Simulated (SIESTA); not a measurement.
Runs of SIESTA 5.4.2 on NiO. The structure is cubic, space group Fm-3m (No. 225). The conventional cell has a = 4.172 Å, b = 4.172 Å, c = 4.172 Å, α = 90.00°, β = 90.00°, γ = 90.00°. Around Ni (site symmetry m-3m) lie 6 O at 2.09 Å. Around O (site symmetry m-3m) lie 6 Ni at 2.09 Å. 

```tsv
task	level	potentials or basis	k mesh	broadening (eV)	window to (eV)	polarisation	direction	optical mesh offset	gap on the mesh (eV)	pressure (GPa)	moment (μB)
band structure	PBE	SG15 1.2 (PBE files) or PseudoDojo by element, DZP (energy shift 0.002 Ry)	11 × 11 × 11	-	-	-	-	-	none	5.0	1.40
band structure	PBE	PseudoDojo 0.4 standard (PBE files), TZDP (energy shift 0.002 Ry)	11 × 11 × 11	-	-	-	-	-	none	5.7	(c)
optical spectrum	PBE	PseudoDojo 0.4 standard (PBE files), DZP (energy shift 0.002 Ry)	8 × 8 × 8	0.3 eV	30 eV	polarized	1.0 0.0 0.0	true	none	7.1	(b)
single point	LDA	PseudoDojo 0.4 standard (LDA files), DZP (energy shift 0.002 Ry)	8 × 8 × 8	-	-	-	-	-	none	-18.1	(a)
```

Alike in all rows: spin collinear, ferromagnetic start; cell as given; smearing fermi-dirac 0.05 eV; grid cutoff 800 Ry; energy shift 0.002 Ry.

Problem. Fill in the values left out.

Solution. (a) 0.72; (b) 1.82; (c) 1.76.

Caveats: semicore shells carry a single zeta, which can move pressures by several GPa and volumes by a few percent; the basis of atomic orbitals isn't converged, which shifts pressures, moduli and gaps; a cell with one magnetic atom can't hold antiferromagnetic order, which such compounds often take; semilocal functionals often make such compounds metallic where correlation or magnetic order opens a gap, which also shifts bond lengths; the basis holds too few empty states to meet the f-sum rule, so the spectrum is short of weight at high energy (some runs); spectra need much finer meshes, so this one isn't converged (some runs); independent-particle spectra lack excitons (some runs).

A gap of «none» marks a metal or a gap under the smearing width.
